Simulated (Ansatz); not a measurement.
Calculated with Ansatz (gas phase, PBE0-D4/def2-TZVP geometries, no zero-point term in ΔE). CCSD(T)/CBS is the MP2 limit (def2-TZVPP, def2-QZVPP) plus CCSD(T) − MP2 in def2-TZVPP, frozen cores. This one scheme is used for every species. DFT in def2-TZVPP. B3LYP here is the variant with VWN-RPA as its local correlation; programs differ in this. Each species was taken in one conformer, which may not be the lowest.

Reaction (ligand exchange at the Si–C bond): `F[SiH](F)C(F)(F)F` + `N[SiH2]F` → `F[SiH2]N[SiH](F)F` + trifluoromethane

```json
{"level": "revPBE", "ΔE (kJ/mol)": "-105.4"}
{"level": "B3LYP", "ΔE (kJ/mol)": "-116.2"}
```

Problem. What does CCSD(T)/CBS give? (Best estimate.)

Solution. Computed: -125.0 kJ/mol. The listed levels differ from it by 19.6, 8.8 kJ/mol.

Largest T1 diagnostic among the species: 0.013.

Leaving LDA and LC-ωPBE aside and taking each functional with its dispersion term where it has one, the values, not all of them listed here, spread over 23.3 kJ/mol, from BHLYP-D4 to revPBE-D4. LDA lies −4.5 kJ/mol from PBE without D4. In def2-TZVPP, CCSD(T) changes the Hartree–Fock value by +11.7 kJ/mol (the triples alone add +1.9 kJ/mol) and MP2 by +7.9 kJ/mol.

CCSD(T)/CBS has its own doubt, a few kJ/mol and more with outer-core shells, so smaller differences from it don't rank the levels.
